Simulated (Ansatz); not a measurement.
## Structure types of Rb compared at 1.9 GPa

Structure types of Rb are relaxed in primitive cells with their symmetry kept at 1.9 GPa, first on PAW files, then by LAPW. The enthalpy is E + pV at zero temperature, without zero-point motion. Only the types listed were tried, and differences under about 5 meV/atom are mesh noise.

Level of theory: DFT with PBE, scalar-relativistic, in Ansatz 0.2.0; Fermi–Dirac smearing of 0.08 eV, no spin polarisation. LAPW: all electrons, basis error target 0.5 meV/atom; PAW: frozen-core files, cutoff 420 eV.

k meshes: fcc 11×11×11, bcc 11×11×11, hcp 10×10×6, simple hexagonal 10×10×10, beta tin 10×10×10, omega 5×5×7.

Problem. Which type is lowest in enthalpy, and by how much?

Solution. bcc, 3 meV/atom below fcc, which is within the noise of the k meshes. The whole table:

| start type | ends as | a, b, c (Å) | V (Å³/atom) | H − H(lowest), LAPW (meV/atom) | same, PAW |
| --- | --- | --- | --- | --- | --- |
| fcc | fcc, Fm-3m | 6.352, 6.352, 6.352 | 64.08 | 3.3 | 3.4 |
| bcc | bcc, Im-3m | 5.035, 5.035, 5.035 | 63.83 | 0.0 | 0.0 |
| hcp | hcp, P6_3/mmc | 4.505, 4.505, 7.298 | 64.13 | 3.7 | 3.8 |
| simple hexagonal | simple hexagonal, P6/mmm | 4.319, 4.319, 4.010 | 64.77 | 79.0 | 79.0 |
| beta tin | beta tin, I4_1/amd | 7.804, 7.804, 4.258 | 64.83 | 83.7 | 83.6 |
| omega | omega, P6/mmm | 7.191, 7.191, 4.288 | 64.01 | 10.9 | 10.9 |
